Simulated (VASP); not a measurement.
# W under changes of volume

One of the cells (17.065 Å³/atom); the others are scaled copies at fixed shape and fractional positions:

```
W
1.0
     0.00000    2.04344    2.04344
     2.04344    0.00000    2.04344
     2.04344    2.04344    0.00000
W
1
Cartesian
  0.0000 0.0000 0.0000
```

This isn't the form of W at room conditions, which is bcc.

- Program: VASP 6.6.1
- Functional: PBEsol
- Potentials or basis: VASP PAW PBE potentials, release 64 (W_sv)
- Cutoff: 520 eV
- k mesh: 11 × 11 × 11
- Occupations: fermi-dirac, width 0.05 eV
- Spin: no spin polarisation

| volume (Å³/atom) | energy over the lowest point (meV/atom) | pressure (GPa) |
| --- | --- | --- |
| 15.727 | ? | ? |
| 16.062 | 0.00 | -0.7 |
| 16.396 | 7.88 | -6.8 |
| 17.065 | 58.98 | -17.2 |
| 17.400 | 99.71 | -21.6 |
| 17.735 | 149.07 | -25.5 |

What does the run at 15.727 Å³/atom give?

Energy over the lowest point 5.76 meV/atom; pressure 6.2 GPa.

Worked out: A Birch-Murnaghan fit of order 3 (a polynomial in V^(-2/3)) to the other rows has its minimum at 16.03 Å³/atom, just outside them, with B0 = V·E''(V) = 319 GPa and B' = 4.6. It gives 5.86 meV/atom at 15.727 Å³/atom, against the run's 5.76, and -dE/dV = 6.4 GPa, against 6.2.

Energies are extrapolated to zero smearing.

Caveats: the PAW data sets were made with another functional, which shifts forces and pressure a little.
